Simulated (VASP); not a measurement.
# SiC (Moissanite 3C) (F-43m) in VASP: notebook, part 2 of 2

VASP 6.6.1. Earlier steps stand in the parts before.

### 6 Relaxation of the atoms, LDA (a relaxed cell with its volume scaled by 1.06)

Input file INCAR:

```
SYSTEM = SiC
  ALGO = Normal
  EDIFF = 1E-7
  EDIFFG = -0.01
  ENCUT = 600
  IBRION = 2
  ISIF = 2
  ISMEAR = 0
  LASPH = .True.
  LCHARG = .False.
  LREAL = .False.
  LWAVE = .False.
  NELM = 80
  NSW = 40
  PREC = Accurate
  SIGMA = 0.03
```

Input file KPOINTS:

```
k-points
0
Gamma
  10 10 10
  0 0 0
```

Input file POSCAR:

```
SiC                                     
1.0
    0.0000000000      2.2077425345      2.2077425345
    2.2077425345      0.0000000000      2.2077425345
    2.2077425345      2.2077425345      0.0000000000
  Si              C             
     1     1
Direct
     0.0000000000000000    0.0000000000000000    0.0000000000000000
     0.2500000000000000    0.2500000000000000    0.2500000000000000
```

Potentials or basis: VASP PAW LDA potentials, release 64 (Si, C).

The run is started by

```console
> cat potpaw_LDA.64/Si/POTCAR potpaw_LDA.64/C/POTCAR > POTCAR
> mpirun -np 1 vasp_std > vasp.out
```

OUTCAR:

```text
SYSTEM = SiC
   EDIFF = 1E-7
   EDIFFG = -0.01
   ENCUT = 600
   IBRION = 2
   ISIF = 2
   ISMEAR = 0
   LASPH = .True.
   LREAL = .False.
   NELM = 80
   NSW = 40
   PREC = Accurate

 ion  position               nearest neighbor table
   1  0.000  0.000  0.000-   2 1.91   2 1.91   2 1.91   2 1.91
   2  0.250  0.250  0.250-   1 1.91   1 1.91   1 1.91   1 1.91

  LATTYP: Found a face centered cubic cell.
 ALAT       =     4.4154850690

  Lattice vectors:

 A1 = (   0.0000000000,   2.2077425345,   2.2077425345)
 A2 = (   2.2077425345,   0.0000000000,   2.2077425345)
 A3 = (   2.2077425345,   2.2077425345,   0.0000000000)

Analysis of symmetry for initial positions (statically):
=====================================================================
 Subroutine PRICEL returns:
 Original cell was already a primitive cell.

 Routine SETGRP: Setting up the symmetry group for a
 face centered cubic supercell.

 Subroutine GETGRP returns: Found 24 space group operations
 (whereof 24 operations were pure point group operations)
 out of a pool of 48 trial point group operations.

The static configuration has the point symmetry T_d .

Analysis of symmetry for dynamics (positions and initial velocities):
=====================================================================
 Subroutine PRICEL returns:
 Original cell was already a primitive cell.

 Routine SETGRP: Setting up the symmetry group for a
 face centered cubic supercell.

 Subroutine GETGRP returns: Found 24 space group operations
 (whereof 24 operations were pure point group operations)
 out of a pool of 48 trial point group operations.

The dynamic configuration has the point symmetry T_d .

 Subroutine INISYM returns: Found 24 space group operations
 (whereof 24 operations are pure point group operations),
 and found     1 'primitive' translations

----------------------------------------------------------------------------------------
[... 118 lines left out ...]
   GGA     = CA    functional components
   LHFCALC =     F    Hartree Fock is set to
   AEXX    =    0.0000 exact exchange contribution
   IVDW    =     0    specifies the selected vdW correction
   LEPSILON=     F    determine dielectric tensor
   LRPA    =     F    only Hartree local field effects (RPA)
 conjugate gradient relaxation of ions
 non-spin polarized calculation
 Gauss-broadening in eV      SIGMA  =   0.03
  energy-cutoff  :      600.00
  volume of cell :       21.52
 maximum number of plane-waves:       728
 NGX is ok and might be reduce to    28
   NGX = 13   NGY = 13   NGZ = 13

 number of electron       8.0000000 magnetization

 Free energy of the ion-electron system (eV)
  ---------------------------------------------------
  ext. energy  EPLUGINS =         0.00000000
  ---------------------------------------------------
  free energy    TOTEN  =       -16.59854318 eV

  energy without entropy =      -16.59854318  energy(sigma->0) =      -16.59854318

 E-fermi :   7.7527     XC(G=0): -11.3900

 val. band max:        7.6197575250   @ k =   0.0000   0.0000   0.0000
 cond. band min:       8.9571151555   @ k =   0.5000   0.5000   0.0000
 fundamental gap:      1.3373576305
 Fermi energy:         7.7526739245

 k-point     1 :       0.0000    0.0000    0.0000
  band No.  band energies     occupation
      1      -7.3917      2.00000
      2       7.6198      2.00000
      3       7.6198      2.00000
      4       7.6198      2.00000
      5      13.4497      0.00000
      6      14.5491      0.00000
      7      14.5491      0.00000
      8      14.5491      0.00000
[... 243 lines left out ...]
 k-point    24 :       0.4000    0.3000    0.0000
  band No.  band energies     occupation
      1      -4.3311      2.00000
      2       2.1265      2.00000
      3       4.5325      2.00000
      4       5.0490      2.00000
      5      10.3900      0.00000
      6      12.9595      0.00000
      7      18.6900      0.00000
      8      19.0314      0.00000

 [... further k-points ...]

------------------------ aborting loop because EDIFF is reached ----------------------------------------

  FORCE on cell =-STRESS in cart. coord.  units (eV):
  Direction    XX          YY          ZZ          XY          YZ          ZX
  --------------------------------------------------------------------------------------
  -------------------------------------------------------------------------------------
  Total       -1.6012571     -1.6012571     -1.6012571      0.0000000     -0.0000000     -0.0000000
  in kB     -119.2055250   -119.2055250   -119.2055250      0.0000000     -0.0000000     -0.0000000
  external PRESSURE =    -119.2055250 kB  Pullay stress =       0.0000000 kB

 VOLUME and BASIS-vectors are now :
 -----------------------------------------------------------------------------
  energy-cutoff  :      600.00
  volume of cell :       21.52
      direct lattice vectors                 reciprocal lattice vectors
     0.000000000  2.207742534  2.207742534    -0.226475684  0.226475684  0.226475684
     2.207742534  0.000000000  2.207742534     0.226475684 -0.226475684  0.226475684
     2.207742534  2.207742534  0.000000000     0.226475684  0.226475684 -0.226475684

 POSITION                                       TOTAL-FORCE (eV/Angst)
 -----------------------------------------------------------------------------------
      0.00000      0.00000      0.00000         0.000000      0.000000      0.000000
      1.10387      1.10387      1.10387        -0.000000     -0.000000     -0.000000
 -----------------------------------------------------------------------------------
    total drift:                               -0.000000     -0.000000     -0.000000

  FREE ENERGIE OF THE ION-ELECTRON SYSTEM (eV)
  ---------------------------------------------------
  free  energy   TOTEN  =       -16.5985431764 eV

  energy  without entropy=      -16.5985431764  energy(sigma->0) =      -16.59854318

 reached required accuracy - stopping structural energy minimisation
```

OSZICAR:

```text
N       E                     dE             d eps       ncg     rms          rms(c)
DAV:   1     0.545417391037E+01    0.54542E+01   -0.44967E+03   792   0.950E+02
DAV:   2    -0.180252238372E+02   -0.23479E+02   -0.21606E+02  1096   0.113E+02
DAV:   3    -0.185136260896E+02   -0.48840E+00   -0.48840E+00   864   0.201E+01
DAV:   4    -0.185154624310E+02   -0.18363E-02   -0.18363E-02  1168   0.135E+00
DAV:   5    -0.185154638973E+02   -0.14663E-05   -0.14663E-05   864   0.295E-02    0.865E+00
DAV:   6    -0.166818340358E+02    0.18336E+01   -0.83542E+00   864   0.160E+01    0.375E+00
DAV:   7    -0.166191137045E+02    0.62720E-01   -0.27777E-01  1072   0.393E+00    0.170E+00
DAV:   8    -0.165987478674E+02    0.20366E-01   -0.24166E-02   904   0.124E+00    0.176E-01
DAV:   9    -0.165985333809E+02    0.21449E-03   -0.98334E-04  1120   0.246E-01    0.914E-02
DAV:  10    -0.165985435508E+02   -0.10170E-04   -0.94829E-05   920   0.682E-02    0.240E-02
DAV:  11    -0.165985433443E+02    0.20650E-06   -0.57005E-06  1064   0.155E-02    0.103E-02
DAV:  12    -0.165985431779E+02    0.16640E-06   -0.61029E-07   832   0.523E-03    0.826E-04
DAV:  13    -0.165985431764E+02    0.14898E-08   -0.85812E-09   496   0.789E-04
   1 F= -.16598543E+02 E0= -.16598543E+02  d E =-.165985E+02
```

CONTCAR:

```text
SiC
   1.00000000000000
     0.0000000000000000    2.2077425344999999    2.2077425344999999
     2.2077425344999999    0.0000000000000000    2.2077425344999999
     2.2077425344999999    2.2077425344999999    0.0000000000000000
  Si              C
     1     1
Direct
     0.0000000000000000    0.0000000000000000    0.0000000000000000
     0.2500000000000000    0.2500000000000000    0.2500000000000000

  0.00000000E+00  0.00000000E+00  0.00000000E+00
  0.00000000E+00  0.00000000E+00  0.00000000E+00
```

Run time: 15 s. Hardware: 1 thread of Intel Xeon Platinum 8488C (Sapphire Rapids), shared host; peak memory 0.13 GiB.

What came out:

| Item | Value |
| --- | --- |
| Free energy | -16.5985 eV |
| Pressure after relaxing | -11.9 GPa |
| Band gap on the k mesh | 1.34 eV, indirect (least direct gap 4.45 eV) |

Final structure:
```
CELL_PARAMETERS angstrom
0.00000 2.20774 2.20774
2.20774 0.00000 2.20774
2.20774 2.20774 0.00000
ATOMIC_POSITIONS crystal
Si 0.00000 0.00000 0.00000
C 0.25000 0.25000 0.25000
```

Caveat: the relaxation stopped at its first step, so nothing moved.

### 7 Summary

```tsv
cell	gap on the mesh (eV)	pressure (GPa)
atoms relaxed from: a relaxed cell with its volume scaled by 0.98	1.27	4.8
atoms relaxed	1.29	0.0
atoms relaxed from: a relaxed cell with its volume scaled by 1.02	1.31	-4.4
atoms relaxed from: a relaxed cell with its volume scaled by 1.04	1.32	-8.3
atoms relaxed from: a relaxed cell with its volume scaled by 1.06	1.34	-11.9
```

Alike in all rows: task relaxation of the atoms; level LDA; potentials or basis VASP PAW LDA potentials, release 64 (Si, C); no spin polarisation; k mesh 10 × 10 × 10; cutoff (eV) 600; smearing gaussian 0.03 eV.

Caveats: the relaxation stopped at its first step, so nothing moved.

Absolute energies hang on the potentials; compare differences alone.

### 8 Comparison with measurements

Step 3. Measured gap of SiC: 2.4 eV (indirect; quoted in “Insight into the structural, elastic and electronic properties of a new orthorhombic 6O-SiC polytype”, 2020, pmc:7200658). This calculation gives 1.29 eV (-1.11 eV). The value is that of LDA on a finite k mesh, which can miss the band edges, without temperature or zero-point motion. Semilocal functionals fall short of measured gaps as a rule.
